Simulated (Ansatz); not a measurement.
**Sn under changes of volume**

One of the cells (28.673 Å³/atom); the others are scaled copies at fixed shape and fractional positions:

```
CELL_PARAMETERS angstrom
-1.72654 1.77555 2.33834
1.72654 -1.77555 2.33834
1.72654 1.77555 -2.33834
ATOMIC_POSITIONS crystal
Sn 0.00000 0.00000 0.00000
```

This isn't the form of Sn at room conditions, which is tetragonal (white tin).

```yaml
Program: Ansatz 0.2.0
Functional: PBEsol
Potentials_or_basis: all-electron LAPW, scalar-relativistic
Cutoff: 168 eV (chosen from the basis error)
Basis_error_allowed: 0.0005 eV/atom
k_mesh: 11 × 11 × 11
Occupations: fermi-dirac, width 0.05 eV
Spin: no spin polarisation
```

```csv
volume (Å³/atom),energy over the lowest point (meV/atom),pressure (GPa)
26.953,0.00,-0.8
27.526,4.66,-1.8
28.100,12.90,-2.8
28.673,24.30,-3.6
29.247,?,?
29.820,55.13,-5.0
30.394,73.93,-5.5
```

Question: What does the run at 29.247 Å³/atom give?

Answer: Energy over the lowest point 38.49 meV/atom; pressure -4.3 GPa.

Worked out: A Birch-Murnaghan fit of order 3 (a polynomial in V^(-2/3)) to the other rows has its minimum at 26.59 Å³/atom, just outside them, with B0 = V·E''(V) = 57 GPa and B' = 4.9 at fixed shape and positions, which overstates the stiffness. It gives 38.50 meV/atom at 29.247 Å³/atom, against the run's 38.49, and -dE/dV = -4.3 GPa, against -4.3.

Energies are extrapolated to zero smearing.
